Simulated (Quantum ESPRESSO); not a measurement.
The system is BP.

```
CELL_PARAMETERS angstrom
0.00000 2.26900 2.26900
2.26900 0.00000 2.26900
2.26900 2.26900 0.00000
ATOMIC_POSITIONS crystal
P 0.25000 0.25000 0.25000
B 0.00000 0.00000 0.00000
```

* Program: Quantum ESPRESSO 7.5
* Task: relaxation of cell and atoms
* Functional: revPBE
* Dispersion: D4
* Potentials or basis: PseudoDojo 0.4.1 SR PBE standard
* Cutoff: 1034 eV
* Density cutoff: 4136 eV
* k mesh: 10 × 10 × 10
* Occupations: fermi-dirac, width 0.05 eV
* Spin: no spin polarisation

At the start: pressure -9.0 GPa; volume 11.68 Å³/atom.

Question: How do energy, volume and symmetry change on relaxing?

Answer: Over 4 steps the energy falls by 18.5 meV/atom and the volume is 11.05 Å³/atom (-5.4 %); space group F-43m (No. 216, to 0.05 Å).

The path:
```
step  energy change (eV)  largest force (eV/Å)  pressure (GPa)  volume (Å³)
   1              0.0000                0.0000           -8.99        23.36
   2             -0.0161                0.0000           -6.92        23.04
   3             -0.0370                0.0000            0.44        22.04
   4             -0.0371                0.0000           -0.02        22.10
```

Final structure:
```
P B
1.0
     0.00000    2.22722    2.22722
     2.22722    0.00000    2.22722
     2.22722    2.22722    0.00000
P B
1 1
Direct
  0.25000 0.25000 0.25000
  0.00000 0.00000 0.00000
```

Caveat: the potentials were made for another functional, which shifts forces and pressure.
